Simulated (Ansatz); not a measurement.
Ag (Im-3m), zone-centre modes

The calculation used Ansatz, DFT PBEsol, scalar-relativistic, plane waves, PAW. The runs took a 420 eV cutoff, a Γ-centred 22×22×14 mesh and Gaussian smearing (0.15 eV). No spin polarisation.

The undisturbed cell (relaxed at this level; this bcc form isn't the usual structure):

```yaml
crystal:
  lattice:
    - [-1.61256, 1.61256, 1.61256]
    - [1.61256, -1.61256, 1.61256]
    - [3.22511, 3.22511, 0.00000]
  atoms:
    - { symbol: Ag, position: [0.00000, 0.00000, 0.00000] }
    - { symbol: Ag, position: [0.50000, 0.50000, 0.50000] }
```

Harmonic modes by finite displacements of 0.02 Å, without the LO–TO term. The cell doubles the primitive one, so its zone centre also holds the primitive cell's point q = (0, 0, 1/2).

At this geometry, is the structure stable against these modes?

No: 1 mode is unstable, the strongest at 25i cm⁻¹.

List the wavenumbers in cm⁻¹.

25i, 0, 0, 0, 116, 179.

Cost: 1 run of about 1.7 core-minutes, on Intel Xeon 6975P-C (Granite Rapids) (shared hosts).